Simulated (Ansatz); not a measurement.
# BeTe: the cost of one run

Program: Ansatz 0.2.0. Level of theory: DFT PBE, scalar-relativistic, plane waves, PAW. These are calculated values, not measurements.

The COD entry's cell or inner coordinates are ideal or old and differ from later refinements, so a difference from it is no clean test against experiment.

1 further run of the same task is left out (set aside as unsound or not needed).

## (1) The starting structure

Symmetry: F-43m, No. 216, cubic system. Conventional cell: a = 5.664 Å, b = 5.664 Å, c = 5.664 Å, α = 90.00°, β = 90.00°, γ = 90.00°. Around Be (site symmetry -43m) lie 4 Te at 2.45 Å. Around Te (site symmetry -43m) lie 4 Be at 2.45 Å.

Structure file:

```cif
data_structure
_symmetry_space_group_name_H-M 'P 1'
_symmetry_Int_Tables_number 1
_cell_length_a 4.0049
_cell_length_b 4.0049
_cell_length_c 4.0049
_cell_angle_alpha 60.000
_cell_angle_beta 60.000
_cell_angle_gamma 60.000
_cell_volume 45.42
loop_
_atom_site_label
_atom_site_type_symbol
_atom_site_fract_x
_atom_site_fract_y
_atom_site_fract_z
_atom_site_occupancy
Be1 Be 0.00000 0.00000 0.00000 1
Te1 Te 0.25000 0.25000 0.25000 1
```

It is the result of an earlier relaxation at this level (volume 22.71 Å³/atom; gap on the mesh: 2.03 eV).

## (2) Static run: bands, density of states and charges

Contents of input.yaml:

```yaml
crystal:
  lattice:
    - [0.0, 2.8318743942, 2.8318743942]
    - [2.8318743942, 0.0, 2.8318743942]
    - [2.8318743942, 2.8318743942, 0.0]
  atoms:
    - { symbol: Be, position: [0.0, 0.0, 0.0] }
    - { symbol: Te, position: [0.25, 0.25, 0.25] }
basis:
  ecutwfc: 420
kpoints:
  mp_grid: { grid: [8, 8, 8] }
  band_path:
    path:
      - [[0.0, 0.0, 0.0], [-0.5, -0.5, 0.0], [-0.375, -0.375, 0.25]]
      - [[-0.375, 0.0, 0.375], [0.0, 0.0, 0.0], [0.0, 0.0, 0.5], [-0.5, -0.25, 0.25], [-0.5, -0.5, 0.0]]
    npoints: 14
hamiltonian:
  xc: pbe
scf:
  occupations: { method: gaussian, width: 0.02 }
  n_extra_bands: 6
output:
  forces: true
  stress: true
  eigenvalues: true
  populations: true
  dos: { projected: true, de: 0.02, nscf_kmesh: { grid: [12, 12, 12] } }
  bader: true
  write_density: true
  write_potential: true
  elf: true
  volumetric_format: npy
```

The run is started by

```console
ansatz run input.yaml --threads 1 --pin off --max-ram 2560MiB --backend cpu --events-out ev --progress --plain --runs-dir out
```

What time and memory should one allow on 1 thread of Intel Xeon Platinum 8375C at 2.90GHz (Ice Lake), shared host?

About 28 s, with a peak of 0.37 GiB.
